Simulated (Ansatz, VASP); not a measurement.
## One calculation of CdSe, two programs

```xyz
2
Lattice="0.0000 3.0703 3.0089 3.0703 0.0000 3.0089 3.0703 3.0703 0.0000" Properties=species:S:1:pos:R:3 pbc="T T T"
Cd    0.0000    0.0000    0.0000
Se    1.5351    1.5351    1.5044
```

Change from the starting cell: zz strain of -2 %.

Alike in both runs: task single point; functional LDA; k mesh 8 × 8 × 8; occupations fermi-dirac, width 0.03 eV; no spin polarisation.

|  | VASP | Ansatz |
| --- | --- | --- |
| version | VASP 6.6.1 | Ansatz 0.2.0 |
| potentials or method | VASP PAW LDA potentials, release 64 (Cd, Se), cutoff 520 eV | all-electron LAPW, scalar-relativistic |

|  | VASP | Ansatz | Ansatz less VASP |
| --- | --- | --- | --- |
| pressure (GPa) | -2.0 | -2.4 | -0.39 |
| largest component of the traceless stress (GPa) | 0.27 | 0.27 | +0.007 |

Ansatz ran all-electron here, so the differences hold the error of VASP's frozen core and of both bases.
